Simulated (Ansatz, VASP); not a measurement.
One calculation of TiO2, two programs

INCAR

```
SYSTEM = TiO2
  PREC = Accurate
  ENCUT = 600
  EDIFF = 1E-6
  ISMEAR = 0
  SIGMA = 0.01
  LREAL = .FALSE.
  LASPH = .TRUE.
  NELM = 60
  ALGO = Normal
  ISIF = 3
  LWAVE = .FALSE.
  LCHARG = .FALSE.
  GGA = PE
  IBRION = 2
  NSW = 80
  EDIFFG = -0.001
```

Contents of KPOINTS:

```
Automatic mesh
0
G
  6 6 6
  0 0 0
```

The input POSCAR:

```
TiO2
1.0
    0.0000000000      4.1972219452      4.1972219452
    4.1972219452      0.0000000000      4.1972219452
    4.1972219452      4.1972219452      0.0000000000
Ti O
2 4
Direct
    0.7500000000      0.7500000000      0.7500000000
    0.5000000000      0.5000000000      0.5000000000
    0.6250000000      0.6250000000      0.6250000000
    0.6250000000      0.6250000000      0.1250000000
    0.6250000000      0.1250000000      0.6250000000
    0.1250000000      0.6250000000      0.6250000000
```

Input for Ansatz:

```yaml
crystal:
  lattice:
    - [0.0, 4.1972219452, 4.1972219452]
    - [4.1972219452, 0.0, 4.1972219452]
    - [4.1972219452, 4.1972219452, 0.0]
  atoms:
    - { symbol: Ti, position: [0.75, 0.75, 0.75] }
    - { symbol: Ti, position: [0.5, 0.5, 0.5] }
    - { symbol: O, position: [0.625, 0.625, 0.625] }
    - { symbol: O, position: [0.625, 0.625, 0.125] }
    - { symbol: O, position: [0.625, 0.125, 0.625] }
    - { symbol: O, position: [0.125, 0.625, 0.625] }
basis:
  ecutwfc: 420
kpoints:
  mp_grid: { grid: [6, 6, 6] }
hamiltonian:
  xc: pbe
scf:
  occupations: { method: fixed }
output:
  forces: true
  stress: true
  eigenvalues: true
  write_density: true
  write_potential: true
  elf: true
  volumetric_format: npy
relax:
  adjacent_minimum: "off"
  f_tol: 0.001
  max_steps: 60
  cell: { stress_tol: 0.01 }
```

Alike in both runs: task relaxation of cell and atoms; functional PBE; k mesh 6 × 6 × 6; no spin polarisation.

|  | VASP | Ansatz |
| --- | --- | --- |
| version | VASP 6.6.1 | Ansatz 0.2.0 |
| potentials or method | VASP PAW PBE potentials, release 64 (Ti_sv, O) | scalar-relativistic, plane waves, PAW |
| plane-wave cutoff (eV) | 600 | 420 |
| occupations | gaussian, width 0.01 eV | fixed |
| valence electrons in the cell | 48 | 48 |

|  | VASP | Ansatz | Ansatz less VASP |
| --- | --- | --- | --- |
| gap on the k mesh at the Fermi level, each at its own relaxed structure (eV) | 3.24 | 3.27 | +0.035 |
| relaxed volume (Å³/atom) | 24.70 | 24.65 | -0.051 |
| relaxed cell length with the largest relative difference (Å) | 5.940 | 5.936 | -0.0041 |

Ansatz warned: «xc_potential_rough_in_thin_density».

A k mesh can miss the band edges.
